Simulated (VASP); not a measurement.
# Si2C (P-6m2) in VASP: notebook, part 2 of 2

VASP 6.6.1. Earlier steps stand in the parts before.

## Step 4: Relaxation of cell and atoms, r2SCAN+rVV10

File INCAR:

```
SYSTEM = Si2C
PREC = Accurate ; ENCUT = 600
EDIFF = 1E-6 ; ISMEAR = 0
SIGMA = 0.05 ; LREAL = .FALSE.
LASPH = .TRUE. ; NELM = 80
ALGO = Normal ; ISIF = 3
LWAVE = .FALSE. ; LCHARG = .FALSE.
METAGGA = R2SCAN ; LMIXTAU = .TRUE.
LUSE_VDW = .TRUE. ; IVDW_NL = 2
BPARAM = 11.95 ; CPARAM = 0.0093
IBRION = 2 ; NSW = 40
EDIFFG = -0.01
```

File KPOINTS:

```
Automatic mesh
0
G
  9 9 6
  0 0 0
```

File POSCAR:

```
Si2C
1.0
    3.3797266700      0.0000000000      0.0000000000
   -1.6898633400      2.9269291600      0.0000000000
    0.0000000000      0.0000000000      4.6533202500
Si C
2 1
Direct
    0.3333333300      0.6666666700      0.7503481200
    0.3333333300      0.6666666700      0.2496518800
    0.0000000000      0.0000000000      0.0000000000
```

Potentials or basis: VASP PAW PBE potentials, release 64 (Si, C).

Launch:

```console
$ cat potpaw_PBE.64/Si/POTCAR potpaw_PBE.64/C/POTCAR > POTCAR
$ mpirun -np 1 vasp_std > vasp.out
```

OUTCAR:

```text
SYSTEM = Si2C
   PREC = Accurate
   ENCUT = 600
   EDIFF = 1E-6
   ISMEAR = 0
   LREAL = .FALSE.
   LASPH = .TRUE.
   NELM = 80
   ISIF = 3
   METAGGA = R2SCAN
   IVDW_NL = 2
   BPARAM = 11.95
   IBRION = 2
   NSW = 40
   EDIFFG = -0.01

 ion  position               nearest neighbor table
   1  0.333  0.667  0.750-   3 2.27   3 2.27   3 2.27   2 2.32   2 2.33
   2  0.333  0.667  0.250-   3 2.27   3 2.27   3 2.27   1 2.32   1 2.33
   3  0.000  0.000  0.000-   1 2.27   2 2.27   1 2.27   2 2.27   1 2.27   2 2.27

  LATTYP: Found a hexagonal cell.
 ALAT       =     3.3797266700
 C/A-ratio  =     1.3768333076

  Lattice vectors:

 A1 = (   3.3797266700,   0.0000000000,   0.0000000000)
 A2 = (  -1.6898633400,   2.9269291600,   0.0000000000)
 A3 = (   0.0000000000,   0.0000000000,   4.6533202500)

Analysis of symmetry for initial positions (statically):
=====================================================================
 Subroutine PRICEL returns:
 Original cell was already a primitive cell.

 Routine SETGRP: Setting up the symmetry group for a
 hexagonal supercell.

 Subroutine GETGRP returns: Found 12 space group operations
 (whereof 12 operations were pure point group operations)
 out of a pool of 24 trial point group operations.

The static configuration has the point symmetry D_3h.

Analysis of symmetry for dynamics (positions and initial velocities):
=====================================================================
 Subroutine PRICEL returns:
 Original cell was already a primitive cell.

 Routine SETGRP: Setting up the symmetry group for a
 hexagonal supercell.

 Subroutine GETGRP returns: Found 12 space group operations
 (whereof 12 operations were pure point group operations)
 out of a pool of 24 trial point group operations.

The dynamic configuration has the point symmetry D_3h.

 Subroutine INISYM returns: Found 12 space group operations
 (whereof 12 operations are pure point group operations),
 and found     1 'primitive' translations

----------------------------------------------------------------------------------------

                                     Primitive cell

  volume of cell :      46.0317

  direct lattice vectors                    reciprocal lattice vectors
     3.379726670  0.000000000  0.000000000     0.295881915  0.170827504  0.000000000
    -1.689863340  2.926929160  0.000000000     0.000000000  0.341655006  0.000000000
     0.000000000  0.000000000  4.653320250     0.000000000  0.000000000  0.214900318

  length of vectors
     3.379726670  3.379726678  4.653320250     0.341655007  0.341655006  0.214900318

  position of ions in fractional coordinates (direct lattice)
     0.333333330  0.666666670  0.750348120
     0.333333330  0.666666670  0.249651880
     0.000000000  0.000000000  0.000000000

  ion indices of the primitive-cell ions
   primitive index   ion index
                 1           1
                 2           2
                 3           3

----------------------------------------------------------------------------------------

 KPOINTS: Automatic mesh

Automatic generation of k-mesh.
 Grid dimensions read from file:
 generate k-points for:    9    9    6

 Generating k-lattice:
[... 63 lines left out ...]
   LREAL  =      F    real-space projection
   EDIFFG = -.1E-01   stopping-criterion for IOM
   NSW    =     40    number of steps for IOM
   IBRION =      2    ionic relax: 0-MD 1-quasi-New 2-CG
   NFREE  =      1    steps in history (QN), initial steepest desc. (CG)
   ISIF   =      3    stress and relaxation
   ISYM   =      2    0-nonsym 1-usesym 2-fastsym
   POTIM  = 0.5000    time-step for ionic-motion
   TEBEG  =    0.0;   TEEND  =   0.0 temperature during run
   PSTRESS=    0.0 pullay stress
   NELECT =      12.0000    total number of electrons
   NUPDOWN=      -1.0000    fix difference up-down
   EMIN   =  10.00;   EMAX   =-10.00  energy-range for DOS
   EFERMI =   0.00;   METHOD = LEGACY
   ISMEAR =     0;   SIGMA  =   0.05  broadening in eV -4-tet -1-fermi 0-gaus
   EFERMI_NEDOS =   21; number of points for ismear=-14 and -15
   IALGO  =     38    algorithm
   IMIX   =      4    mixing-type and parameters
     AMIX     =   0.40;   BMIX     =  1.00
     AMIX_MAG =   1.60;   BMIX_MAG =  1.00
  volume/ion in A,a.u.               =      15.34       103.55
  Fermi-wavevector in a.u.,A,eV,Ry     =   1.045802  1.976280 14.880730  1.093703
  Thomas-Fermi vector in A             =   2.180614
   LORBIT       =      0    0 simple, 1 ext, 2 COOP (PROOUT), +10 PAW based schemes
   METAGGA = R2SCAN    functional components
   LHFCALC =     F    Hartree Fock is set to
   AEXX    =    0.0000 exact exchange contribution
   IVDW_NL    =     2    kernel type
   BPARAM     =11.9500
   IVDW    =     0    specifies the selected vdW correction
   LEPSILON=     F    determine dielectric tensor
   LRPA    =     F    only Hartree local field effects (RPA)
 conjugate gradient relaxation of ions
 non-spin polarized calculation
 Gauss-broadening in eV      SIGMA  =   0.05
  energy-cutoff  :      600.00
  volume of cell :       46.03
 maximum number of plane-waves:      1560
 NGX is ok and might be reduce to    28

--------------------------------------- Ionic step        1  -------------------------------------------

 number of electron      12.0000000 magnetization

 Free energy of the ion-electron system (eV)
  ---------------------------------------------------
  ext. energy  EPLUGINS =         0.00000000
  ---------------------------------------------------
  free energy    TOTEN  =       -23.10306415 eV

  energy without entropy =      -23.10176256  energy(sigma->0) =      -23.10241336

------------------------ aborting loop because EDIFF is reached ----------------------------------------

  FORCE on cell =-STRESS in cart. coord.  units (eV):
  Direction    XX          YY          ZZ          XY          YZ          ZX
  --------------------------------------------------------------------------------------
  -------------------------------------------------------------------------------------
  Total       -7.5621569     -7.5621569      1.7493043      0.0000000     -0.0000000     -0.0000000
  in kB     -263.2082702   -263.2082713     60.8862487      0.0000004     -0.0000000     -0.0000000
  external PRESSURE =    -155.1767642 kB  Pullay stress =       0.0000000 kB
[... 92 lines left out ...]
  FREE ENERGIE OF THE ION-ELECTRON SYSTEM (eV)
  ---------------------------------------------------
  free  energy   TOTEN  =       -24.6792558804 eV

  energy  without entropy=      -24.6774324631  energy(sigma->0) =      -24.67834417

 E-fermi :   9.9657     XC(G=0): -12.1107

 val. band max:        9.9510829240   @ k =   0.1111   0.1111   0.3333
 cond. band min:      10.0672810376   @ k =   0.4444  -0.0000   0.5000
 fundamental gap:      0.1161981136
 Fermi energy:         9.9656787328

 k-point     1 :       0.0000    0.0000    0.0000
  band No.  band energies     occupation
      1      -8.2222      2.00000
      2      -0.9442      2.00000
      3       0.6574      2.00000
      4       8.8895      2.00000
      5       8.8895      2.00000
      6      13.7092      0.00000
      7      15.6020      0.00000
      8      16.9175      0.00000
      9      16.9175      0.00000
     10      17.4152      0.00000
[... 287 lines left out ...]
 k-point    24 :       0.3333    0.3333    0.1667
  band No.  band energies     occupation
      1      -2.8110      2.00000
      2      -0.6089      2.00000
      3       1.8591      2.00000
      4       3.8934      2.00000
      5       5.3439      2.00000
      6       7.8977      2.00000
      7       9.9331      1.64338
      8      10.5019      0.00000
      9      11.5540      0.00000
     10      18.6306      0.00000

 [... further k-points ...]

[... ionic steps 4 to 19 ...]

--------------------------------------- Ionic step       20  -------------------------------------------

 number of electron      12.0000000 magnetization

------------------------ aborting loop because EDIFF is reached ----------------------------------------
[... 69 lines left out ...]
--------------------------------------- Ionic step       22  -------------------------------------------

 number of electron      12.0000000 magnetization

 Free energy of the ion-electron system (eV)
  ---------------------------------------------------
  ext. energy  EPLUGINS =         0.00000000
  ---------------------------------------------------
  free energy    TOTEN  =       -24.73787329 eV

  energy without entropy =      -24.73698923  energy(sigma->0) =      -24.73743126

 E-fermi :  10.0857     XC(G=0): -12.1441

 val. band max:       10.0807618071   @ k =   0.3333   0.3333   0.1667
 cond. band min:      10.1601034944   @ k =   0.4444  -0.0000   0.5000
 fundamental gap:      0.0793416873
 Fermi energy:        10.0857227912

 k-point     1 :       0.0000    0.0000    0.0000
  band No.  band energies     occupation
      1      -8.2138      2.00000
      2      -0.8909      2.00000
      3       0.7185      2.00000
      4       8.9575      2.00000
      5       8.9575      2.00000
      6      13.8482      0.00000
      7      15.7268      0.00000
      8      17.0393      0.00000
      9      17.0393      0.00000
     10      17.5626      0.00000
[... 329 lines left out ...]
  FREE ENERGIE OF THE ION-ELECTRON SYSTEM (eV)
  ---------------------------------------------------
  free  energy   TOTEN  =       -24.7378732901 eV

  energy  without entropy=      -24.7369892268  energy(sigma->0) =      -24.73743126

 reached required accuracy - stopping structural energy minimisation
```

CONTCAR:

```text
Si2C
   1.00000000000000
     2.8555314374594647    0.0000000008763457    0.0000000000000000
    -1.4277657221952955    2.4729627689180749    0.0000000000000000
     0.0000000000000000   -0.0000000000000000    4.8875143121161990
  Si              C
     2     1
Direct
     0.3333333300000021    0.6666666699999979    0.7546745785537412
     0.3333333300000021    0.6666666699999979    0.2453254214462589
     0.0000000000000000    0.0000000000000000    0.0000000000000000

  0.00000000E+00  0.00000000E+00  0.00000000E+00
  0.00000000E+00  0.00000000E+00  0.00000000E+00
  0.00000000E+00  0.00000000E+00  0.00000000E+00
```

Wall time 30 min (1 thread of AMD EPYC 7R13 (Zen 3), shared host); peak memory 0.29 GiB.

Results:

```yaml
Free_energy: -24.7379 eV
Relaxed_volume: 11.50 Å³/atom
Relaxed_cell: a = 2.856 Å, b = 2.856 Å, c = 4.888 Å, α = 90.00°, β = 90.00°, γ = 120.00°
Space_group_after_relaxing_to_0.05_Å: P-6m2 (No. 187)
Energy_gained_by_relaxing: 544.9 meV/atom
Ionic_steps: 22
Pressure_after_relaxing: 0.0 GPa
Largest_force_after_relaxing: 0.009 eV/Å
Band_gap_on_the_k_mesh: none (metal or under the smearing width)
```

Forces on the atoms (eV/Å):
```
Si   0.000  0.000  0.009
Si   0.000  0.000 -0.009
C    0.000  0.000  0.000
```

The path:
```csv
step,energy change (eV),largest force (eV/Å),pressure (GPa),volume (Å³)
1,0.0000,0.4842,-15.52,46.03
2,-1.5317,0.6584,-9.14,36.52
3,-1.5762,0.9697,-6.53,35.42
4,-1.5446,1.6934,0.78,33.27
5,-1.5850,1.1502,-4.65,34.79
6,-1.4761,2.2315,12.94,32.16
7,-1.6238,0.1530,0.65,33.84
8,-1.6238,0.1286,0.77,33.82
9,-1.6238,0.1054,0.89,33.80
10,-1.6255,0.0070,0.20,34.05
11,-1.6258,0.0507,-0.20,34.20
12,-1.6269,0.0019,-0.40,34.28
13,-1.6306,0.0788,-1.19,34.53
14,-1.6293,0.3235,-2.31,35.02
15,-1.6307,0.1619,-1.69,34.74
16,-1.6318,0.1675,-1.44,34.75
17,-1.6338,0.1057,-1.03,34.77
18,-1.6338,0.1210,-1.05,34.77
19,-1.6345,0.0369,-0.58,34.68
20,-1.6346,0.0095,-0.33,34.63
21,-1.6347,0.0042,-0.23,34.60
22,-1.6348,0.0092,-0.02,34.51
```

Final structure:
```
CELL_PARAMETERS angstrom
2.85553 0.00000 0.00000
-1.42777 2.47296 0.00000
0.00000 0.00000 4.88751
ATOMIC_POSITIONS crystal
Si 0.33333 0.66667 0.75467
Si 0.33333 0.66667 0.24533
C 0.00000 0.00000 0.00000
```

Levels at points of the mesh, in eV from the Fermi level:
| k point | band 2 | band 3 | band 4 | band 5 | band 6 | band 7 | band 8 | band 9 | band 10 |
| --- | --- | --- | --- | --- | --- | --- | --- | --- | --- |
| (0.00, 0.00, 0.00) | -10.98 | -9.37 | -1.13 | -1.13 | 3.76 | 5.64 | 6.95 | 6.95 | 7.48 |
| (0.00, 0.00, 0.50) | -13.27 | -4.05 | -2.47 | -1.09 | -1.09 | 5.77 | 7.70 | 7.70 | 8.26 |

Caveat: the volume moved by over 15 % at a fixed basis, so the end points are rough; the PAW data sets were made with another functional, which shifts forces and pressure a little.

## Step 5: Overview

```csv
level,gap on the mesh (eV),pressure (GPa),relaxed volume (Å³/atom),largest force (eV/Å)
r2SCAN,none,0.0,11.57,0.01
rSCAN,none,-0.1,11.47,-
r2SCAN+rVV10,none,0.0,11.50,0.01
```

Alike in all rows: task relaxation of cell and atoms; potentials or basis VASP PAW PBE potentials, release 64 (Si, C); no spin polarisation; cell relaxed; k mesh 9 × 9 × 6; cutoff (eV) 600; smearing gaussian 0.05 eV.

Caveats: the volume moved by over 15 % at a fixed basis, so the end points are rough; the PAW data sets were made with another functional, which shifts forces and pressure a little.

Absolute energies hang on the potentials; compare differences alone.
